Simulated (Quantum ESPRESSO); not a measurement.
## Ge in Quantum ESPRESSO: the effect of functional

Crystal: Ge.

```
CELL_PARAMETERS angstrom
2.71047 0.00000 0.00000
0.00000 2.71047 0.00000
0.00000 0.00000 2.71047
ATOMIC_POSITIONS crystal
Ge 0.00000 0.00000 0.00000
```

The cell was built by a generator and needn't be a form met in nature.

Alike in all runs:

```yaml
Program: Quantum ESPRESSO 7.5
Task: phonons
Cutoff: 612 eV
Density_cutoff: 4898 eV
k_mesh: 8 × 8 × 8
Occupations: cold, width 0.2 eV
Spin: no spin polarisation
```

Each run relaxes the cell or the atoms first.

| functional | potentials or basis | relaxed volume (Å³/atom) | highest phonon frequency (cm⁻¹) |
| --- | --- | --- | --- |
| LDA | GBRV 1.5 LDA | 18.71 | 184 |
| PBEsol | GBRV 1.5 PBEsol | 19.19 | 179 |
| PW91 | GBRV 1.5 PBE | 20.19 | 161 |
| BLYP | GBRV 1.5 PBE | 22.03 | 166 |
| AM05 | GBRV 1.5 PBE | 19.06 | 180 |
| vdW-DF-cx | GBRV 1.5 PBE | ? | ? |

Q: What does the run with functional vdW-DF-cx give?

A: Relaxed volume 19.25 Å³/atom; highest phonon frequency 201 cm⁻¹.

Caveats: the mesh is thin for the phonons of a metal; the potentials were made for another functional, which shifts forces and pressure (some runs); some modes are imaginary (some runs).

Runs at the PBE level aren't shown here.
